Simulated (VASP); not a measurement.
Wanted: the native input for a VASP 6.6.1 run.

- Task: single point
- Functional: PBE
- Potentials or basis: VASP PAW PBE potentials, release 64 (O, H, N)
- Cutoff: 520 eV
- k mesh: 1 × 1 × 1
- Occupations: fermi-dirac, width 0.02 eV
- Spin: no spin polarisation
- Dipole correction: no
- Further INCAR settings: LREAL = Auto; ALGO = Fast; EDIFF = 1e-06; NBANDS = 67

The structure of H23NO10 lies in POSCAR:

```
H23NO10
1.0
    7.1977620000      0.0000000000      0.0000000000
    0.0000000000      7.1977620000      0.0000000000
    0.0000000000      0.0000000000      7.1977620000
O H N
10 23 1
Direct
    0.0937374701      0.4006939935      0.4051676063
    0.2478131397      0.2008263124      0.6829622874
    0.6014508399      0.9816245661      0.7851607208
    0.7538732178      0.4430821692      0.5689963075
    0.3331313261     -0.1969501075      0.7592221026
    0.4115862681      0.5546168378      0.9555192294
    0.6605942236      1.0899915835      0.3220723330
    0.9666337953      0.9436127507      0.6651234092
    0.3981654298      0.7806871080      0.2660410278
    0.2843800615      0.1559095730      0.1874888333
    0.1840155315      0.5015586789      0.4313979818
    0.1019344624      0.3734633071      0.2810734781
    0.2877283244      0.2556905883      0.5743729787
    0.3415783962      0.1039211911      0.7392158840
    0.5326099974      0.9507121797      0.9049618479
    0.5415850093      0.9598955898      0.6756405672
    0.6581629123      0.4029724795      0.6635395836
    0.7175424806      0.5637168887      0.5531302647
    0.2245003377     -0.2169424329      0.8524872037
    0.4151290359     -0.3029830661      0.7347561645
    0.4347601379      0.5596739653      1.0911169333
    0.3592088763      0.4256184075      0.9483364412
    0.7566657525      1.0095082333      0.3150423701
    0.7028295740      1.1802696449      0.4335931085
    0.9986715315      1.0770014346      0.6840181712
    0.8129193491      0.9434043526      0.7262535216
    0.4375387794      0.9069763629      0.2436312843
    0.2897567327      0.7893981490      0.3535404477
    0.1875999790      0.2328779418      0.1091311438
    0.1913511450      0.0654786863      0.1965055249
    0.9191329194      0.6680965556      0.9610765124
    0.9939895206      0.4749809733      0.8977651665
    0.8486943581      0.5088942924      1.0453249218
    0.9694541164      0.5503099436      1.0118700785
```

The cell was built by a generator and needn't be a form met in nature.

The input as run:

INCAR

```
PREC = Accurate
ENCUT = 520
EDIFF = 1E-6
ISMEAR = -1
SIGMA = 0.02
LREAL = Auto
LASPH = True
NELM = 100
ALGO = Fast
ISIF = 2
LWAVE = False
LCHARG = True
GGA = PE
LELF = True
LVHAR = True
NBANDS = 67
```

KPOINTS

```
regular mesh
0
Gamma
  1 1 1
```

Potentials or basis: VASP PAW PBE potentials, release 64 (O, H, N).

Command:

```sh
$ cat potpaw_PBE.64/O/POTCAR potpaw_PBE.64/H/POTCAR potpaw_PBE.64/N/POTCAR > POTCAR
$ mpirun -np 1 vasp_gam > vasp.out
```

It gave:

```
Pressure               : 1.9 GPa
Largest force          : 6.082 eV/Å
Band gap on the k mesh : 3.15 eV, direct
```

Wall time 39 s on 1 thread of Intel(R) Xeon(R) Platinum 8488C (Sapphire Rapids) (shared host), peak memory 0.37 GiB.
